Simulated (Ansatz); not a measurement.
# Ti3Si (I4/mmm) in Ansatz: notebook

Runs on Ti3Si. Level: PBEsol. Tasks: single point.

All numbers are computed with Ansatz 0.2.0; they aren't measurements. Logs are shortened: lines on timing, memory, paths and dates and some standing lists are left out, and cuts for length are marked.

## 1. The cell of the first run

It takes space group I4/mmm (No. 139, tetragonal). The conventional cell has a = 4.447 Å, b = 4.447 Å, c = 6.037 Å, α = 90.00°, β = 90.00°, γ = 90.00°. Around Ti (site symmetry 4/mmm) lie 8 Ti at 2.69 Å and 2 Si at 3.02 Å. Ti (site symmetry -4m2) is surrounded by 6 Ti at 2.69 to 3.02 Å and 4 Si at 2.69 Å. Si (site symmetry 4/mmm) has 10 Ti at 2.69 to 3.02 Å as nearest neighbours.

The cell comes from a database or a generator and needn't be the stable form of this composition.

## 2. Single point, PBEsol, 14.92 Å³/atom (strain_z = -0.04)

input.yaml

```yaml
crystal:
  lattice:
    - [0.0, 3.144356, 3.01858176]
    - [3.144356, 0.0, 3.01858176]
    - [3.144356, 3.144356, 0.0]
  atoms:
    - { symbol: Ti, position: [0.0, 0.0, 0.0] }
    - { symbol: Ti, position: [0.25, 0.25, 0.25] }
    - { symbol: Ti, position: [0.75, 0.75, 0.75] }
    - { symbol: Si, position: [0.5, 0.5, 0.5] }
kpoints:
  mp_grid: { grid: [7, 7, 7] }
scf:
  occupations: { method: fermi_dirac, width: 0.05 }
hamiltonian:
  xc: pbesol
  pseudopotentials: { kind: all_electron, lapw: { basis_error: 0.002 } }
output:
  forces: true
  stress: true
  eigenvalues: true
```

Potentials or basis: all-electron LAPW, scalar-relativistic.

Launch:

```console
$ ansatz run input.yaml --threads 2 --pin off --max-ram 8192MiB --backend cpu --events-out ev --progress --plain --runs-dir out
```

The program printed:

```text
Warning: RAYON_NUM_THREADS=2 ignored (pool sized by the plan → 2); use --threads N
LAPW: plane waves up to 7.877 Å⁻¹, error target 2.0e-3 eV per atom; small_component_spin mean_spin; Si in spheres of 1.344 Å, 12 of its electrons in bands, Dirac shells []; Ti in spheres of 1.344 Å, 12 of its electrons in bands, Dirac shells [] (how accurate: hamiltonian.pseudopotentials.lapw.basis_error, Limitations)
Engine: ansatz 0.2.0, aarch64-unknown-linux-gnu
Pseudopotentials: kind: all_electron
Pseudopotential: Ti, LAPW, valence charge 12, lapw/all_electron/scalar/gaussian/Ti, Koelling and Harmon's equation, gaussian nucleus
Pseudopotential: Si, LAPW, valence charge 12, lapw/all_electron/scalar/gaussian/Si, Koelling and Harmon's equation, gaussian nucleus
Functional definition: PBEsol
  exchange = pbesol_x
  correlation = pbesol_c
Crystal: 4 atoms, lattice volume = 59.689 Å³
Basis set: ecut = 236.37040413244765 eV, 515 PW (Γ), exchange–correlation at level 2
Bands: 29, of which v1, the nominal top of the filled ones, is band 24 counted from 1 (23 counted from 0)
Symmetry: 16 space group operations
Space group: I4/mmm (ITA 139), of the structure as read, at distance tolerance 3.9e-5 Å
k-points: 40 of 343
Non-local potential: Ti, projectors of the file, none
Non-local potential: Si, projectors of the file, none
Initial density: superposition of atomic densities (chi_scale 0.1, normalization cell, long waves kept (reshape's long-wave potential 0.00 eV rms))
Initial wavefunctions: plane waves of lowest kinetic energy (no species holds an atomic orbital)
Functional: x = pbesol(κ = 0.804, μ = 0.12345679012345678), c = pbesol(β = 0.046)
iter 1 solved again at ethr=1.13e-3 eV; its pass at ethr=1.00e-1 eV (dr2=5.40e-1 eV) is discarded
SCF iter   1: F=—  HF=-77502.599481 eV  |F-HF|=—  |Δ(HF+E_count)|=         —  Δρ=2.63e-2  dr2=5.41e-1  ethr=1.13e-3  ⟨swp⟩=2.2  Hψ=7986  notcnv=0
preconditioner: auto → Kerker (q_TF=auto, 2.631 Å⁻¹)  [metal: Δε(μ)=0.005 eV  Ē_g=4.141 eV  σ=0.050 eV  W_gap=0.03  n_scr=14 (ndim 8)  ℏωp=19.2 eV  f_vac=0.000  D(μ)=6.70/eV (n_scr^D=104)]
SCF iter   2: F=—  HF=-77502.631816 eV  |F-HF|=—  |Δ(HF+E_count)|=   3.23e-2  Δρ=3.56e-2  dr2=1.50e0  ethr=1.13e-3  ⟨swp⟩=3.1  Hψ=4248  notcnv=0  defer=1  recentre
SCF iter   3: F=—  HF=-77502.269603 eV  |F-HF|=—  |Δ(HF+E_count)|=   3.62e-1  Δρ=1.85e-2  dr2=3.41e-1  ethr=1.13e-3  ⟨swp⟩=3.0  Hψ=4149  notcnv=0
iter 4 solved again at ethr=3.00e-5 eV; its pass at ethr=7.11e-4 eV (dr2=1.44e-2 eV) is discarded
SCF iter   4: F=—  HF=-77502.156258 eV  |F-HF|=—  |Δ(HF+E_count)|=   1.13e-1  Δρ=5.47e-3  dr2=1.44e-2  ethr=3.00e-5  ⟨swp⟩=2.0  Hψ=6255  notcnv=0
SCF iter   5: F=—  HF=-77502.151667 eV  |F-HF|=—  |Δ(HF+E_count)|=         —  Δρ=2.37e-3  dr2=3.56e-3  ethr=3.00e-5  ⟨swp⟩=2.1  Hψ=3691  notcnv=0
the basis was enlarged: its passes take 436.0 KiB over the memory plan, 2 of 2 planned eigensolver slots
SCF iter   6: F=—  HF=-77502.152092 eV  |F-HF|=—  |Δ(HF+E_count)|=   4.24e-4  Δρ=1.10e-3  dr2=8.29e-4  ethr=7.41e-6  ⟨swp⟩=2.2  Hψ=3700  notcnv=0
SCF iter   7: F=—  HF=-77502.151837 eV  |F-HF|=—  |Δ(HF+E_count)|=   2.54e-4  Δρ=2.89e-4  dr2=6.34e-5  ethr=1.73e-6  ⟨swp⟩=3.0  Hψ=3800  notcnv=0
SCF iter   8: F=—  HF=-77502.151846 eV  |F-HF|=—  |Δ(HF+E_count)|=   8.62e-6  Δρ=2.94e-4  dr2=1.12e-4  ethr=1.32e-7  ⟨swp⟩=3.0  Hψ=3800  notcnv=0
SCF iter   9: F=—  HF=-77502.151819 eV  |F-HF|=—  |Δ(HF+E_count)|=   2.72e-5  Δρ=1.94e-5  dr2=3.18e-7  ethr=1.32e-7  ⟨swp⟩=2.4  Hψ=3718  notcnv=0
SCF iter  10: F=-77502.151819 eV  HF=-77502.151819 eV  |F-HF|=6.98e-8  |Δ(HF+E_count)|=   7.32e-7  Δρ=5.43e-6  dr2=4.05e-8  ethr=6.63e-10  ⟨swp⟩=2.8  Hψ=3803  notcnv=0
SCF 1 converged in 10 iterations: F = -77502.151819 eV  dr2 = 4.05e-8
SCF converged after 10 iterations
Free energy (F): -77502.151819 eV
Harris-Foulkes:  -77502.151819 eV  (|F-HF|=6.98e-8)
Internal energy: -77502.088594 eV  (E = F + TS)
E sigma→0 (E₀):  -77502.120206 eV
Entropy (-TS):   -0.063226 eV (-15.806 meV/atom)
Fermi energy:    14.944150 eV
--- Per-component energies (eV) ---
  E_band       = -1049.537362
  E_kinetic    = 78185.199827
  E_xc         = -3923.611974
  E_electrostatic = -151763.676447  (all electrons and nuclei)
  E_smearing   = -0.063226  (= −TS)
  E_closure    = 0.000000  (closes the sum)
  E_atoms      = -77473.275865  (free atoms, spherical and without spin; not in F)
  Σ components = -77502.151819   (vs F -77502.151819, Δ=0.00e0)
  Basis errors (estimates in eV, not in F): energy 2.4e-4 per atom: plane waves 1.7e-4 (9.1e-5 summed), levels above the bands 1.4e-22, relativity 1.7e-8, radial functions 6.4e-5, core shells 2.2e-7; eigenvalues (radial functions only) 1.9e-6; not estimated: angular momenta, meshes, grids; target (lapw.basis_error) 2.0e-3; muffin-tin radii Si 1.344 Å, Ti 1.344 Å
--- Forces (eV/Å), atoms counted from 1 ---
  atom   1  Ti     0.00000000     0.00000000     0.00000000
  atom   2  Ti     0.00000000     0.00000000     0.00000000
  atom   3  Ti    -0.00000000    -0.00000000     0.00000000
  atom   4  Si     0.00000000     0.00000000     0.00000000
  max |Σ_I F_I| component: 5.92e-31 eV/Å
--- Stress (GPa, compression-positive) ---
        0.454729       0.000000       0.000000
        0.000000       0.454729       0.000000
        0.000000       0.000000       0.599689
  P = ⅓ Tr σ = 0.5030 GPa (5.030 kbar)
--- Band table (eV; the first three rows and the last of 40) ---
  k-point 0: bands = ["-118.4160", "-74.6975", "-74.6975", "-74.6903", "-41.2365", "-41.1254", "-40.7470", "-17.6950", "-17.6778", "-17.6778", "-17.6516", "-17.6516", "-17.6172", "-17.1009", "-17.0770", "-17.0770", "5.4132", "12.0951", "12.0951", "12.1825", "12.7319", "12.8712", "14.9097", "14.9097", "14.9534", "17.2652", "17.3784", "17.3904", "17.3904"]
  k-point 1: bands = ["-118.4160", "-74.6975", "-74.6975", "-74.6903", "-41.2275", "-41.1285", "-40.7531", "-17.7474", "-17.7147", "-17.6994", "-17.6268", "-17.6226", "-17.5610", "-17.1072", "-17.0815", "-17.0694", "5.6314", "11.7467", "11.9671", "12.0392", "13.1014", "13.2264", "14.7100", "14.8529", "14.8817", "16.8478", "17.0549", "17.0812", "17.8761"]
  k-point 2: bands = ["-118.4160", "-74.6975", "-74.6975", "-74.6903", "-41.2046", "-41.1374", "-40.7676", "-17.7673", "-17.7567", "-17.7400", "-17.5982", "-17.5974", "-17.5329", "-17.1214", "-17.0726", "-17.0524", "6.2016", "10.9452", "11.8851", "11.9619", "13.7960", "13.8786", "14.2973", "14.7579", "14.7682", "16.3226", "16.4971", "16.5143", "18.0189"]
  k-point 39: bands = ["-118.4160", "-74.6975", "-74.6975", "-74.6903", "-41.1586", "-41.1553", "-40.7964", "-17.9039", "-17.9028", "-17.7315", "-17.5446", "-17.4943", "-17.4282", "-17.2141", "-17.0201", "-17.0106", "7.1458", "10.5224", "11.9275", "12.7329", "12.9332", "13.6272", "14.5572", "15.0204", "15.1460", "15.7620", "15.9570", "16.5698", "16.9423"]
```

Wall time 11 s (2 threads of Arm Neoverse V2, shared host); peak memory 0.4 GiB.

What came out:

| Quantity | Value |
| --- | --- |
| Free energy | -77502.1518 eV |
| Pressure | 0.5 GPa |
| Band gap on the k mesh | none (metal or under the smearing width) |

## 3. Single point, PBEsol, 15.23 Å³/atom (strain_z = -0.02)

input.yaml: that of step 2 with these lines changed.

```diff
@@ -2,4 +2,4 @@
   lattice:
-    - [0.0, 3.144356, 3.01858176]
-    - [3.144356, 0.0, 3.01858176]
+    - [0.0, 3.144356, 3.08146888]
+    - [3.144356, 0.0, 3.08146888]
     - [3.144356, 3.144356, 0.0]
```

Potentials or basis: all-electron LAPW, scalar-relativistic.

Launch:

```console
$ ansatz run input.yaml --threads 2 --pin off --max-ram 8192MiB --backend cpu --events-out ev --progress --plain --runs-dir out
```

Wall time 12 s (2 threads of Arm Neoverse V2, shared host); peak memory 0.4 GiB.

Results (log left out):

```yaml
Free_energy: -77502.1443 eV
Pressure: -2.4 GPa
Band_gap_on_the_k_mesh: none (metal or under the smearing width)
```
